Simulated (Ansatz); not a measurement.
# Zinc, simple cubic under revPBE: from relaxation to bulk modulus, part 2 of 2

What does revPBE give for zinc in the simple cubic structure? We relax it, solve it on a dense k-mesh, then scale the cell to 7 volumes from 88 to 112 % of the relaxed one and try a fit of the equation of state. Spin polarisation is left out. The k-meshes are 12×12×12 for the relaxation; 19×19×19 for the dense run; 13×13×13 for the volumes.

Ansatz 0.2.0; DFT, revPBE, plane waves (420 eV) with PAW, scalar-relativistic.

## (6) At 96 % of the relaxed volume

This is Zn in the simple cubic structure; at room conditions it is hcp.

The input, input.yaml:

```yaml
crystal:
  lattice:
    - [2.626271177, 0.0, 0.0]
    - [0.0, 2.626271177, 0.0]
    - [0.0, 0.0, 2.626271177]
  atoms:
    - { symbol: Zn, position: [0.0, 0.0, 0.0] }
hamiltonian:
  xc: revpbe
  pseudopotentials:
    kind: paw
    azcp:
      Zn: "pseudopotentials/Zn.paw.azcp"
basis:
  ecutwfc: 420
  fft_grid_basis: typed
kpoints:
  mp_grid: { grid: [13, 13, 13], shift: [0, 0, 0] }
magnetization:
  spin_polarized: false
scf:
  occupations: { method: fermi_dirac, width: 0.1 }
  lower_state_search: "off"
output:
  stress: true
  write_density: true
  write_potential: true
  elf: true
  volumetric_format: npy
```

Output, shortened:

```text
Warning: RAYON_NUM_THREADS=2 ignored (pool sized by the plan → 2); use --threads N
[...]
Pseudopotentials: kind: paw
Pseudopotential: Zn, paw, valence charge 12, recommended cutoff 420 eV (normal), <dir>
Functional definition: revPBE
[...]
Crystal: 1 atoms, lattice volume = 18.114 Å³
Basis set: ecut = 420 eV, 365 PW (Γ)
Bands: 10, of which v1, the nominal top of the filled ones, is band 6 counted from 1 (5 counted from 0)
Symmetry: 48 space group operations
Space group: Pm-3m (ITA 221), of the structure as read, at distance tolerance 2.6e-5 Å
k-points: 84 of 2197
[...]
SCF iter   1: F=—  HF=-3322.678302 eV  |F-HF|=—  |Δ(HF+E_count)|=         —  Δρ=7.08e-3  dr2=4.91e-3  ethr=1.77e-3  ⟨swp⟩=5.2  Hψ=5369  notcnv=0
[...]
SCF iter   7: F=-3322.676866 eV  HF=-3322.676866 eV  |F-HF|=1.30e-8  |Δ(HF+E_count)|=   1.39e-7  Δρ=1.12e-5  dr2=1.28e-8  ethr=8.33e-10  ⟨swp⟩=5.9  Hψ=4672  notcnv=0
[...]
SCF converged after 7 iterations
Free energy (F): -3322.676866 eV
[...]
E sigma→0 (E₀):  -3322.671720 eV
Entropy (-TS):   -0.010292 eV (-10.292 meV/atom)
Fermi energy:    8.616670 eV
[...]
--- Stress (GPa, compression-positive) ---
        1.940547       0.000000      -0.000000
        0.000000       1.940547       0.000000
        0.000000       0.000000       1.940547
  P = ⅓ Tr σ = 1.9405 GPa (19.405 kbar)
--- Band table (eV; the first three rows and the last of 84) ---
  k-point 0: bands = ["-0.4111", "0.6915", "0.6915", "1.8470", "1.8470", "1.8470", "20.7884", "20.7884", "20.7884", "23.5949"]
[...]
```

Run time: 1 s. Hardware: 2 threads of Intel Xeon Platinum 8259CL at 2.50GHz (Skylake/Cascade Lake), shared host; peak memory 0.31 GiB.

## (7) At 100 % of the relaxed volume

input.yaml, as its differences from that of step 6:

```diff
@@ -2,5 +2,5 @@
   lattice:
-    - [2.626271177, 0.0, 0.0]
-    - [0.0, 2.626271177, 0.0]
-    - [0.0, 0.0, 2.626271177]
+    - [2.6622519657, 0.0, 0.0]
+    - [0.0, 2.6622519657, 0.0]
+    - [0.0, 0.0, 2.6622519657]
   atoms:
```

Output, shortened:

```text
Warning: RAYON_NUM_THREADS=2 ignored (pool sized by the plan → 2); use --threads N
[...]
[... 3 set-up lines as earlier in the session ...]
[...]
Crystal: 1 atoms, lattice volume = 18.869 Å³
Basis set: ecut = 420 eV, 365 PW (Γ)
Bands: 10, of which v1, the nominal top of the filled ones, is band 6 counted from 1 (5 counted from 0)
[... 2 set-up lines as earlier in the session ...]
k-points: 84 of 2197
[...]
SCF iter   1: F=—  HF=-3322.682730 eV  |F-HF|=—  |Δ(HF+E_count)|=         —  Δρ=6.92e-3  dr2=4.83e-3  ethr=1.77e-3  ⟨swp⟩=5.3  Hψ=5408  notcnv=0
[...]
SCF iter   7: F=-3322.681344 eV  HF=-3322.681344 eV  |F-HF|=1.23e-8  |Δ(HF+E_count)|=   1.36e-7  Δρ=1.04e-5  dr2=1.17e-8  ethr=8.33e-10  ⟨swp⟩=5.9  Hψ=4752  notcnv=0
[...]
SCF converged after 7 iterations
Free energy (F): -3322.681344 eV
[...]
E sigma→0 (E₀):  -3322.676106 eV
Entropy (-TS):   -0.010474 eV (-10.474 meV/atom)
Fermi energy:    8.117233 eV
[...]
--- Stress (GPa, compression-positive) ---
        0.041300       0.000000       0.000000
       -0.000000       0.041300       0.000000
        0.000000       0.000000       0.041300
  P = ⅓ Tr σ = 0.0413 GPa (0.413 kbar)
--- Band table (eV; the first three rows and the last of 84) ---
  k-point 0: bands = ["-0.6417", "0.3101", "0.3101", "1.3814", "1.3814", "1.3814", "19.9684", "19.9684", "19.9684", "22.7567"]
[...]
```

Run time: 1 s. Hardware: 2 threads of Intel Xeon Platinum 8259CL at 2.50GHz (Skylake/Cascade Lake), shared host; peak memory 0.34 GiB.

## (8) At 104 % of the relaxed volume

input.yaml, as its differences from that of step 7:

```diff
@@ -2,5 +2,5 @@
   lattice:
-    - [2.6622519657, 0.0, 0.0]
-    - [0.0, 2.6622519657, 0.0]
-    - [0.0, 0.0, 2.6622519657]
+    - [2.6972856143, 0.0, 0.0]
+    - [0.0, 2.6972856143, 0.0]
+    - [0.0, 0.0, 2.6972856143]
   atoms:
@@ -25,5 +25 @@
   stress: true
-  write_density: true
-  write_potential: true
-  elf: true
-  volumetric_format: npy
```

Output, shortened:

```text
Warning: RAYON_NUM_THREADS=2 ignored (pool sized by the plan → 2); use --threads N
[...]
[... 3 set-up lines as earlier in the session ...]
[...]
Crystal: 1 atoms, lattice volume = 19.624 Å³
Basis set: ecut = 420 eV, 389 PW (Γ)
Bands: 10, of which v1, the nominal top of the filled ones, is band 6 counted from 1 (5 counted from 0)
[... 2 set-up lines as earlier in the session ...]
k-points: 84 of 2197
[...]
SCF iter   1: F=—  HF=-3322.679176 eV  |F-HF|=—  |Δ(HF+E_count)|=         —  Δρ=6.64e-3  dr2=4.53e-3  ethr=1.77e-3  ⟨swp⟩=5.1  Hψ=5371  notcnv=0
[...]
SCF iter   7: F=-3322.677887 eV  HF=-3322.677887 eV  |F-HF|=1.35e-8  |Δ(HF+E_count)|=   9.58e-8  Δρ=1.06e-5  dr2=1.27e-8  ethr=8.33e-10  ⟨swp⟩=4.2  Hψ=2700  notcnv=0
[...]
SCF converged after 7 iterations
Free energy (F): -3322.677887 eV
[...]
E sigma→0 (E₀):  -3322.672560 eV
Entropy (-TS):   -0.010655 eV (-10.655 meV/atom)
Fermi energy:    7.657039 eV
[...]
--- Stress (GPa, compression-positive) ---
       -1.427270       0.000000       0.000000
        0.000000      -1.427270       0.000000
        0.000000       0.000000      -1.427270
  P = ⅓ Tr σ = -1.4273 GPa (-14.273 kbar)
```

It took 0.8 s on 2 threads of Intel Xeon Platinum 8259CL at 2.50GHz (Skylake/Cascade Lake), shared host; peak memory 0.34 GiB.

## (9) At 108 % of the relaxed volume

input.yaml, as its differences from that of step 8:

```diff
@@ -2,5 +2,5 @@
   lattice:
-    - [2.6972856143, 0.0, 0.0]
-    - [0.0, 2.6972856143, 0.0]
-    - [0.0, 0.0, 2.6972856143]
+    - [2.7314320952, 0.0, 0.0]
+    - [0.0, 2.7314320952, 0.0]
+    - [0.0, 0.0, 2.7314320952]
   atoms:
```

Output, shortened:

```text
Warning: RAYON_NUM_THREADS=2 ignored (pool sized by the plan → 2); use --threads N
[...]
[... 3 set-up lines as earlier in the session ...]
[...]
Crystal: 1 atoms, lattice volume = 20.378 Å³
Basis set: ecut = 420 eV, 389 PW (Γ)
Bands: 10, of which v1, the nominal top of the filled ones, is band 6 counted from 1 (5 counted from 0)
[... 2 set-up lines as earlier in the session ...]
k-points: 84 of 2197
[...]
SCF iter   1: F=—  HF=-3322.669569 eV  |F-HF|=—  |Δ(HF+E_count)|=         —  Δρ=6.43e-3  dr2=4.29e-3  ethr=1.77e-3  ⟨swp⟩=5.2  Hψ=5366  notcnv=0
[...]
SCF iter   7: F=-3322.668376 eV  HF=-3322.668376 eV  |F-HF|=2.44e-8  |Δ(HF+E_count)|=   5.84e-8  Δρ=1.36e-5  dr2=2.17e-8  ethr=8.33e-10  ⟨swp⟩=4.0  Hψ=2653  notcnv=0
[...]
SCF converged after 7 iterations
Free energy (F): -3322.668376 eV
[...]
E sigma→0 (E₀):  -3322.662950 eV
Entropy (-TS):   -0.010852 eV (-10.852 meV/atom)
Fermi energy:    7.231791 eV
[...]
--- Stress (GPa, compression-positive) ---
       -2.560298       0.000000       0.000000
        0.000000      -2.560298       0.000000
        0.000000       0.000000      -2.560298
  P = ⅓ Tr σ = -2.5603 GPa (-25.603 kbar)
```

Wall time 0.82 s (2 threads of Intel Xeon Platinum 8259CL at 2.50GHz (Skylake/Cascade Lake), shared host); peak memory 0.34 GiB.

## (10) At 112 % of the relaxed volume

input.yaml, as its differences from that of step 9:

```diff
@@ -2,5 +2,5 @@
   lattice:
-    - [2.7314320952, 0.0, 0.0]
-    - [0.0, 2.7314320952, 0.0]
-    - [0.0, 0.0, 2.7314320952]
+    - [2.7647455259, 0.0, 0.0]
+    - [0.0, 2.7647455259, 0.0]
+    - [0.0, 0.0, 2.7647455259]
   atoms:
```

Output, shortened:

```text
Warning: RAYON_NUM_THREADS=2 ignored (pool sized by the plan → 2); use --threads N
[...]
[... 3 set-up lines as earlier in the session ...]
[...]
Crystal: 1 atoms, lattice volume = 21.133 Å³
Basis set: ecut = 420 eV, 437 PW (Γ)
Bands: 10, of which v1, the nominal top of the filled ones, is band 6 counted from 1 (5 counted from 0)
[... 1 set-up line as earlier in the session ...]
Space group: Pm-3m (ITA 221), of the structure as read, at distance tolerance 2.8e-5 Å
k-points: 84 of 2197
[...]
SCF iter   1: F=—  HF=-3322.655271 eV  |F-HF|=—  |Δ(HF+E_count)|=         —  Δρ=6.19e-3  dr2=4.00e-3  ethr=1.77e-3  ⟨swp⟩=5.2  Hψ=5378  notcnv=0
[...]
SCF iter   7: F=-3322.654185 eV  HF=-3322.654185 eV  |F-HF|=2.80e-8  |Δ(HF+E_count)|=   3.34e-8  Δρ=1.39e-5  dr2=2.33e-8  ethr=8.33e-10  ⟨swp⟩=4.0  Hψ=2616  notcnv=0
[...]
SCF converged after 7 iterations
Free energy (F): -3322.654185 eV
[...]
E sigma→0 (E₀):  -3322.648649 eV
Entropy (-TS):   -0.011070 eV (-11.070 meV/atom)
Fermi energy:    6.837733 eV
[...]
--- Stress (GPa, compression-positive) ---
       -3.426362      -0.000000       0.000000
        0.000000      -3.426362       0.000000
       -0.000000       0.000000      -3.426362
  P = ⅓ Tr σ = -3.4264 GPa (-34.264 kbar)
```

Run time: 0.85 s. Hardware: 2 threads of Intel Xeon Platinum 8259CL at 2.50GHz (Skylake/Cascade Lake), shared host; peak memory 0.33 GiB.

## (11) Energy and pressure against volume

The cell was scaled evenly, with its shape and the fractional positions fixed.

```
V (Å³/atom)  E − E₀ (meV/atom)  P from the stress (GPa)  P from the fit (GPa)
     16.605               46.6                     7.52                  7.52
     17.359               18.9                     4.39                  4.36
     18.114                4.4                     1.94                  1.92
     18.869                0.0                     0.04                  0.02
     19.624                3.5                    -1.43                 -1.45
     20.378               13.1                    -2.56                 -2.58
     21.133               27.4                    -3.43                 -3.46
```

Fit (Birch-Murnaghan, third order): V₀ = 18.878 Å³/atom, B₀ = 41 GPa, B₀′ = 5.4, largest residual 0.02 meV/atom.

## (12) What came out

The summary covers parts 1 to 2.

| quantity | value |
| --- | --- |
| space group (spins left aside) | Pm-3m (No. 221) |
| conventional cell | a = 2.662 Å |
| volume | 18.869 Å³/atom |
| shortest distance | 2.662 Å |
| gap on the mesh | none (levels filled in part) |
| relative to hcp | +212 meV/atom |
| V₀, B₀, B₀′ | 18.878 Å³/atom, 41 GPa, 5.4 |

In words: From the guessed start the volume grew by 14.9 % in 5 steps. It lies 212 meV/atom above the element's reference form at the same level (hcp, from a run of its own). Levels at the Fermi energy are filled in part, as in a metal. The fitted modulus is 41 GPa. Relaxation kept the symmetry; phonons were not checked.
